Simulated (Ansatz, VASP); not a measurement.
Two plane-wave programs on Si

```
Si
1.0
     0.00000    2.70097    2.70097
     2.70097    0.00000    2.70097
     2.70097    2.70097    0.00000
Si
2
Direct
  0.50000 0.50000 0.49111
  0.75000 0.75000 0.75889
```

Change from the starting cell: mode 4 frozen in at -0.024 Å and mode 5 at -0.024 Å (largest displacements).

Alike in both runs: task single point; functional LDA; k mesh 12 × 12 × 12; occupations gaussian, width 0.05 eV; no spin polarisation.

|  | VASP | Ansatz |
| --- | --- | --- |
| version | VASP 6.6.1 | Ansatz 0.2.0 |
| potentials or method | VASP PAW LDA potentials, release 64 (Si) | scalar-relativistic, plane waves, PAW |
| plane-wave cutoff (eV) | 520 | 420 |
| valence electrons in the cell | 8 | 8 |

```tsv
	VASP	Ansatz	Ansatz less VASP
gap on the k mesh at the Fermi level (eV)	0.08	0.08	0.000
least direct gap on the mesh (eV)	2.01	2.01	+0.001
pressure (GPa)	0.2	0.2	-0.04
largest component of the traceless stress (GPa)	1.96	1.95	-0.004
rms of the force components (eV/Å)	0.534	0.534	+0.0002
```

Atom by atom the forces differ by 0.000 eV/Å (rms over components).

A k mesh can miss the band edges.
